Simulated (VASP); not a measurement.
# TaN in VASP: relaxation of the atoms with PBEsol

Aim: the relaxation of the atoms of TaN with PBEsol.

Everything below comes from runs of VASP 6.6.1. Logs are shortened: lines on timing, memory, paths and dates and some standing lists are left out, and cuts for length are marked.

## Step 1: The cell of the first run

The cell holds a slab with vacuum, 8 atoms: a = 2.938 Å, b = 2.938 Å, c = 25.090 Å, α = 90.00°, β = 90.00°, γ = 120.00°.

## Step 2: Relaxation of the atoms, PBEsol (the (0 0 1) slab of TaN, cut from the database cell, not relaxed)

Input file INCAR:

```
ALGO     = Normal         # electronic algorithm
DIPOL    = 0.5 0.5 0.500
EDIFF    = 1E-6           # SCF threshold, eV
EDIFFG   = -0.01          # ionic threshold
ENCUT    = 520            # plane-wave cutoff, eV
GGA      = PS             # functional
IBRION   = 2              # ionic algorithm
IDIPOL   = 3            
ISIF     = 2              # what is computed and relaxed
ISMEAR   = 0              # smearing method
LASPH    = True           # aspherical terms in the spheres
LCHARG   = False          # write CHGCAR
LDIPOL   = True         
LREAL    = False          # projectors in reciprocal space
LWAVE    = False          # write WAVECAR
NELM     = 100            # most SCF steps
NSW      = 40             # ionic steps
PREC     = Accurate       # precision mode
SIGMA    = 0.05           # smearing width, eV
```

Input file KPOINTS:

```
k-points
0
Gamma
  10 10 1
```

Input file POSCAR:

```
TaN
1.0
    2.9379988584      0.0000000000      0.0000000000
   -1.4689994292      2.5443816477      0.0000000000
    0.0000000000      0.0000000000     25.0905000000
Ta N
4 4
Selective dynamics
Direct
    0.3333333333      0.6666666666      0.2989179171  F F F
    0.3333333333      0.6666666666      0.4138219645  F F F
    0.3333333333      0.6666666666      0.5287260118  T T T
    0.3333333333      0.6666666666      0.6436300592  T T T
    0.0000000000      0.0000000000      0.3563699408  F F F
    0.0000000000      0.0000000000      0.4712739882  F F F
    0.0000000000      0.0000000000      0.5861780355  T T T
    0.0000000000      0.0000000000      0.7010820829  T T T
```

Potentials or basis: VASP PAW PBE potentials, release 64 (Ta_pv, N).

Command:

```sh
cat potpaw_PBE.64/Ta_pv/POTCAR potpaw_PBE.64/N/POTCAR > POTCAR
mpirun -np 1 vasp_std > vasp.out
```

OUTCAR:

```text
EDIFF = 1E-6
   EDIFFG = -0.01
   ENCUT = 520
   GGA = PS
   IBRION = 2
   ISIF = 2
   ISMEAR = 0
   LASPH = True
   LREAL = False
   NELM = 100
   NSW = 40
   PREC = Accurate

 ion  position               nearest neighbor table
   1  0.333  0.667  0.299-   5 2.23   5 2.23   5 2.23   2 2.88
   2  0.333  0.667  0.414-   6 2.23   5 2.23   6 2.23   6 2.23   5 2.23   5 2.23   3 2.88   1 2.88

   3  0.333  0.667  0.529-   6 2.23   6 2.23   6 2.23   7 2.23   7 2.23   7 2.23   2 2.88   4 2.88

   4  0.333  0.667  0.644-   7 2.23   8 2.23   7 2.23   8 2.23   7 2.23   8 2.23   3 2.88
   5  0.000  0.000  0.356-   1 2.23   2 2.23   1 2.23   2 2.23   1 2.23   2 2.23
   6  0.000  0.000  0.471-   3 2.23   3 2.23   3 2.23   2 2.23   2 2.23   2 2.23
   7  0.000  0.000  0.586-   3 2.23   4 2.23   3 2.23   3 2.23   4 2.23   4 2.23
   8  0.000  0.000  0.701-   4 2.23   4 2.23   4 2.23

  LATTYP: Found a hexagonal cell.
 ALAT       =     2.9379988584
 C/A-ratio  =     8.5399965110

  Lattice vectors:

 A1 = (   2.9379988584,   0.0000000000,   0.0000000000)
 A2 = (  -1.4689994292,   2.5443816477,   0.0000000000)
 A3 = (   0.0000000000,   0.0000000000,  25.0905000000)

Analysis of symmetry for initial positions (statically):
=====================================================================
 Subroutine PRICEL returns:
 Original cell was already a primitive cell.

 Routine SETGRP: Setting up the symmetry group for a
 hexagonal supercell.

 Subroutine GETGRP returns: Found  6 space group operations
 (whereof  6 operations were pure point group operations)
 out of a pool of 24 trial point group operations.

The static configuration has the point symmetry C_3v.

Analysis of symmetry for dynamics (positions and initial velocities):
=====================================================================
 Subroutine PRICEL returns:
 Original cell was already a primitive cell.

 Routine SETGRP: Setting up the symmetry group for a
 hexagonal supercell.

 Subroutine GETGRP returns: Found  6 space group operations
 (whereof  6 operations were pure point group operations)
 out of a pool of 24 trial point group operations.

The dynamic configuration has the point symmetry C_3v.

[... 171 lines left out ...]
  -------------------------------------------------------------------------------------
  Total       -3.8376213     -3.8376213     -9.7125458     -0.0000000     -0.0000000     -0.0000000
  in kB      -32.7815518    -32.7815518    -82.9660603     -0.0000000     -0.0000000     -0.0000000
  external PRESSURE =     -49.5097213 kB  Pullay stress =       0.0000000 kB
[... 31 lines left out ...]
 number of electron      64.0000010 magnetization

------------------------ aborting loop because EDIFF is reached ----------------------------------------

 vacuum level on the upper side and lower side of the slab       (xc-potential included)        -0.301        -0.149

  FORCE on cell =-STRESS in cart. coord.  units (eV):
  Direction    XX          YY          ZZ          XY          YZ          ZX
  --------------------------------------------------------------------------------------
  -------------------------------------------------------------------------------------
  Total        5.6879840      5.6879840     -3.0432158      0.0000000      0.0000000     -0.0000000
  in kB       48.5876347     48.5876347    -25.9956179      0.0000000      0.0000000     -0.0000000
  external PRESSURE =      23.7265505 kB  Pullay stress =       0.0000000 kB
[... 23 lines left out ...]
  FREE ENERGIE OF THE ION-ELECTRON SYSTEM (eV)
  ---------------------------------------------------
  free  energy   TOTEN  =       -90.3806586686 eV

  energy  without entropy=      -90.3732087495  energy(sigma->0) =      -90.37693371

 dipolmoment           0.000000      0.000000     -0.093131 electrons x Angstroem

--------------------------------------- Ionic step        3  -------------------------------------------

 number of electron      64.0000009 magnetization

------------------------ aborting loop because EDIFF is reached ----------------------------------------
[... 31 lines left out ...]
  FREE ENERGIE OF THE ION-ELECTRON SYSTEM (eV)
  ---------------------------------------------------
  free  energy   TOTEN  =       -91.2501948261 eV

  energy  without entropy=      -91.2450668806  energy(sigma->0) =      -91.24763085

[... ionic steps 4 to 20 ...]

--------------------------------------- Ionic step       21  -------------------------------------------

 number of electron      64.0000009 magnetization

------------------------ aborting loop because EDIFF is reached ----------------------------------------
[... 79 lines left out ...]
--------------------------------------- Ionic step       23  -------------------------------------------

 number of electron      64.0000009 magnetization

 dipolmoment           0.000000      0.000000      0.052509 electrons x Angstroem

 Free energy of the ion-electron system (eV)
  ---------------------------------------------------
  ext. energy  EPLUGINS =         0.00000000
  ---------------------------------------------------
  free energy    TOTEN  =       -91.35894940 eV

  energy without entropy =      -91.35447309  energy(sigma->0) =      -91.35671124

 E-fermi :   0.4427     XC(G=0):  -6.9500

 val. band max:        0.4207173598   @ k =   0.3000   0.3000   0.0000
 cond. band min:       0.4755856989   @ k =   0.4000   0.0000   0.0000
 fundamental gap:      0.0548683391
 Fermi energy:         0.4427080451

 k-point     1 :       0.0000    0.0000    0.0000
  band No.  band energies     occupation
      1     -34.8363      2.00000
      2     -34.6011      2.00000
      3     -34.2886      2.00000
      4     -34.0820      2.00000
      5     -33.9444      2.00000
      6     -33.9444      2.00000
[... 563 lines left out ...]
     37       3.7692      0.00000
     38       4.2573      0.00000

------------------------ aborting loop because EDIFF is reached ----------------------------------------

 vacuum level on the upper side and lower side of the slab       (xc-potential included)         0.608        -0.683

  FORCE on cell =-STRESS in cart. coord.  units (eV):
  Direction    XX          YY          ZZ          XY          YZ          ZX
  --------------------------------------------------------------------------------------
  -------------------------------------------------------------------------------------
  Total       -0.4151539     -0.4151539     -1.1643272      0.0000000     -0.0000000      0.0000000
  in kB       -3.5463084     -3.5463084     -9.9458617      0.0000000     -0.0000000      0.0000000
  external PRESSURE =      -5.6794929 kB  Pullay stress =       0.0000000 kB
[... 23 lines left out ...]
  FREE ENERGIE OF THE ION-ELECTRON SYSTEM (eV)
  ---------------------------------------------------
  free  energy   TOTEN  =       -91.3589493954 eV

  energy  without entropy=      -91.3544730866  energy(sigma->0) =      -91.35671124

 reached required accuracy - stopping structural energy minimisation

 vacuum level on the upper side and lower side of the slab         6.860         5.540
```

CONTCAR:

```text
TaN
   1.00000000000000
     2.9379988583999999    0.0000000000000000    0.0000000000000000
    -1.4689994291999999    2.5443816476999999    0.0000000000000000
     0.0000000000000000    0.0000000000000000   25.0904999999999987
  Ta              N
     4     4
Selective dynamics
Direct
     0.3333333332999970    0.6666666666000012    0.2989179170999989   F   F   F
     0.3333333332999970    0.6666666666000012    0.4138219645000021   F   F   F
     0.3333333332999970    0.6666666666000012    0.5286869516172729   T   T   T
     0.3333333332999970    0.6666666666000012    0.6461178171356274   T   T   T
     0.0000000000000000    0.0000000000000000    0.3563699408000005   F   F   F
     0.0000000000000000    0.0000000000000000    0.4712739881999966   F   F   F
     0.0000000000000000    0.0000000000000000    0.5836422670488913   T   T   T
     0.0000000000000000    0.0000000000000000    0.6877488899361637   T   T   T

  0.00000000E+00  0.00000000E+00  0.00000000E+00
  0.00000000E+00  0.00000000E+00  0.00000000E+00
  0.00000000E+00  0.00000000E+00  0.00000000E+00
  0.00000000E+00  0.00000000E+00  0.00000000E+00
  0.00000000E+00  0.00000000E+00  0.00000000E+00
  0.00000000E+00  0.00000000E+00  0.00000000E+00
  0.00000000E+00  0.00000000E+00  0.00000000E+00
  0.00000000E+00  0.00000000E+00  0.00000000E+00
```

Wall time 19 min (1 thread of Intel Xeon 6975P-C (Granite Rapids), shared host); peak memory 0.37 GiB.

What came out:

* Free energy: -91.3589 eV
* Energy gained by relaxing: 184.4 meV/atom
* Ionic steps: 23
* Band gap on the k mesh: none (metal or under the smearing width)

The path:
```tsv
step	energy change (eV)	largest force (eV/Å)	pressure (GPa)
1	0.0000	7.0702	-4.95
2	-0.4973	7.3598	2.37
3	-1.3668	0.9837	-2.57
4	-1.4262	0.5875	-2.03
5	-1.4272	0.6333	-1.94
6	-1.4468	0.3688	-1.88
7	-1.4469	0.3103	-1.89
8	-1.4540	0.3396	-1.60
9	-1.4551	0.4604	-1.43
10	-1.4593	0.4161	-1.35
11	-1.4688	0.3069	-1.10
12	-1.4739	0.3012	-0.58
13	-1.4744	0.3047	-0.71
14	-1.4752	0.3036	-0.68
15	-1.4753	0.3032	-0.65
16	-1.4755	0.3043	-0.61
17	-1.4755	0.3039	-0.61
18	-1.4755	0.3044	-0.61
19	-1.4755	0.3046	-0.61
20	-1.4755	0.3044	-0.60
21	-1.4755	0.3040	-0.59
22	-1.4755	0.3036	-0.55
23	-1.4755	0.3042	-0.57
```

Final structure:
```
Ta N
1.0
     2.93800    0.00000    0.00000
    -1.46900    2.54438    0.00000
     0.00000    0.00000   25.09050
Ta N
4 4
Cartesian
  0.0000 1.6963 7.5000
  0.0000 1.6963 10.3830
  0.0000 1.6963 13.2650
  0.0000 1.6963 16.2114
  0.0000 0.0000 8.9415
  0.0000 0.0000 11.8245
  0.0000 0.0000 14.6439
  0.0000 0.0000 17.2560
```

Caveat: the PAW data sets were made with another functional, which shifts forces and pressure a little.
